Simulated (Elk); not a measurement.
This Elk 11.2.3 (patched build) run on HgTe needs a look.

The input elk.in:

```
tasks
  0

xctype
  3

rgkmax
  8.0

gmaxvr
  14.0

lmaxapw
  9

lmaxo
  8

nrmtscf
  1.5

nempty
  8

epspot
  1e-06

epsengy
  1e-05

maxscl
  80

stype
  3

swidth
  0.001837466

tforce
  .true.

sppath
  './'

avec
  8.61472740017 0.00000000000 0.00000000000
  -4.30736370008 7.46057277522 0.00000000000
  0.00000000000 0.00000000000 44.17215667207

atoms
  2
  'Te.in'
  3
  0.0000000000 0.0000000000 0.3208570059   0.000 0.000 0.000
  0.3333333333 0.6666666667 0.4800952229   0.000 0.000 0.000
  0.6666666667 0.3333333333 0.6393334398   0.000 0.000 0.000
  'Hg.in'
  3
  0.3333333333 0.6666666667 0.3606665602   0.000 0.000 0.000
  0.6666666667 0.3333333333 0.5199047771   0.000 0.000 0.000
  0.0000000000 0.0000000000 0.6791429941   0.000 0.000 0.000

ngrid
  6 6 1
```

Te.in

```
 'Te'                                       : spsymb
 'tellurium'                                : spname
  -52.0000                                  : spzn
   232600.5708                              : spmass
  0.277350E-06    2.4300    40.9670    600    : rminsp, rmt, rmaxsp, nrmt
  17                                        : nstsp
   1   0   1   2.00000  T                   : nsp, lsp, ksp, occsp, spcore
   2   0   1   2.00000  T
   2   1   1   2.00000  T
   2   1   2   4.00000  T
   3   0   1   2.00000  T
   3   1   1   2.00000  T
   3   1   2   4.00000  T
   3   2   2   4.00000  T
   3   2   3   6.00000  T
   4   0   1   2.00000  T
   4   1   1   2.00000  T
   4   1   2   4.00000  T
   4   2   2   4.00000  F
   4   2   3   6.00000  F
   5   0   1   2.00000  F
   5   1   1   2.00000  F
   5   1   2   2.00000  F
   1                                        : apword
    0.1500   0  F                           : apwe0, apwdm, apwve
   0                                        : nlx
   5                                        : nlorb
   0   2                                    : lorbl, lorbord
    0.1500   0  F                           : lorbe0, lorbdm, lorbve
    0.1500   1  F
   1   2                                    : lorbl, lorbord
    0.1500   0  F                           : lorbe0, lorbdm, lorbve
    0.1500   1  F
   2   2                                    : lorbl, lorbord
    0.1500   0  F                           : lorbe0, lorbdm, lorbve
    0.1500   1  F
   2   2                                    : lorbl, lorbord
    0.1500   0  F                           : lorbe0, lorbdm, lorbve
   -1.5022   0  T
   0   2                                    : lorbl, lorbord
    0.1500   0  F                           : lorbe0, lorbdm, lorbve
   -0.5594   0  T
```

Hg.in

```
 'Hg'                                       : spsymb
 'mercury'                                  : spname
  -80.0000                                  : spzn
   365653.2015                              : spmass
  0.223607E-06    2.6200    36.5968    700    : rminsp, rmt, rmaxsp, nrmt
  22                                        : nstsp
   1   0   1   2.00000  T                   : nsp, lsp, ksp, occsp, spcore
   2   0   1   2.00000  T
   2   1   1   2.00000  T
   2   1   2   4.00000  T
   3   0   1   2.00000  T
   3   1   1   2.00000  T
   3   1   2   4.00000  T
   3   2   2   4.00000  T
   3   2   3   6.00000  T
   4   0   1   2.00000  T
   4   1   1   2.00000  T
   4   1   2   4.00000  T
   4   2   2   4.00000  T
   4   2   3   6.00000  T
   4   3   3   6.00000  T
   4   3   4   8.00000  T
   5   0   1   2.00000  T
   5   1   1   2.00000  F
   5   1   2   4.00000  F
   5   2   2   4.00000  F
   5   2   3   6.00000  F
   6   0   1   2.00000  F
   1                                        : apword
    0.1500   0  F                           : apwe0, apwdm, apwve
   0                                        : nlx
   5                                        : nlorb
   0   2                                    : lorbl, lorbord
    0.1500   0  F                           : lorbe0, lorbdm, lorbve
    0.1500   1  F
   1   2                                    : lorbl, lorbord
    0.1500   0  F                           : lorbe0, lorbdm, lorbve
    0.1500   1  F
   2   2                                    : lorbl, lorbord
    0.1500   0  F                           : lorbe0, lorbdm, lorbve
    0.1500   1  F
   1   2                                    : lorbl, lorbord
    0.1500   0  F                           : lorbe0, lorbdm, lorbve
   -2.2710   0  T
   2   2                                    : lorbl, lorbord
    0.1500   0  F                           : lorbe0, lorbdm, lorbve
   -0.3442   0  T
```

Potentials or basis: APW+lo.

Launch:

```bash
$ OMP_NUM_THREADS=8 elk
```

Output:

```text
┌─────────────────────────────────┐
│ Elk code version 11.2.3 started │
└─────────────────────────────────┘

Error(readinput): invalid block name : ngrid
```

Problem. What happened, and what is wrong with the input?

Solution. The program refused the input. The input holds a flaw that was put in on purpose: ngridk misspelt.
